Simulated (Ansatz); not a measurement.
A surface is cut from this relaxed crystal of TaC:

```
Ta C
1.0
     0.00000    2.23095    2.23095
     2.23095    0.00000    2.23095
     2.23095    2.23095    0.00000
Ta C
1 1
Direct
  0.00000 0.00000 0.00000
  0.50000 0.50000 0.50000
```

Miller indices refer to the conventional cell of Fm-3m (No. 225), a = 4.462 Å, b = 4.462 Å, c = 4.462 Å, α = 90.00°, β = 90.00°, γ = 90.00°.

The calculation used Ansatz 0.2.0, DFT r2SCAN, scalar-relativistic, plane waves, PAW. Cutoff 500 eV, Gaussian smearing of 0.10 eV, no spin polarisation. A dipole correction acts along the normal.

A relaxed slab with low-index faces, about a nanometre thick, has these properties:

```
Surface energy (mean of both faces) : 1.69 J/m²
Work function                       : 3.55 eV
```

Q: Which low-index plane was cut, and which atoms end it?

A: The (100) plane, with TaC in the top plane and TaC in the bottom one as cut, before relaxation. The planes from bottom to top: TaC, TaC, TaC, TaC, TaC.

Spin-orbit coupling is left out, which matters for the bands of heavy elements.